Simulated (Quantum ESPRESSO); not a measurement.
Ru:

```xyz
2
Lattice="2.7058 0.0000 0.0000 -1.3529 2.3433 0.0000 0.0000 0.0000 4.2819" Properties=species:S:1:pos:R:3 pbc="T T T"
Ru    1.3529    0.7811    3.2114
Ru    0.0000    1.5622    1.0705
```

Program: Quantum ESPRESSO 7.5. Alike in all runs: task band structure; cell as given; k mesh 11 × 11 × 6; smearing fermi-dirac 0.05 eV.

Question: Order these runs on this cell by their pressure, lowest first.
A. level BLYP; potentials or basis PseudoDojo 0.4.1 SR PBE standard; spin off; cutoff (eV) 1143
B. level PBEsol; potentials or basis PseudoDojo 0.4 FR PBEsol standard; spin SOC, no magnetisation; cutoff (eV) 1143
C. level PBE; potentials or basis PseudoDojo 0.4.1 SR PBE standard; spin off; cutoff (eV) 1143
D. level LDA; potentials or basis GBRV 1.5 LDA; spin off; cutoff (eV) 612; form of the LDA correlation PZ81

Answer: D (-12.4 GPa), B (-5.0 GPa), C (5.1 GPa), A (19.8 GPa).

Caveats: the potentials were made for another functional, which shifts forces and pressure (some runs); so large a pressure means that the cell lies far from this level's equilibrium, or that cutoff or potentials fall short (some runs).
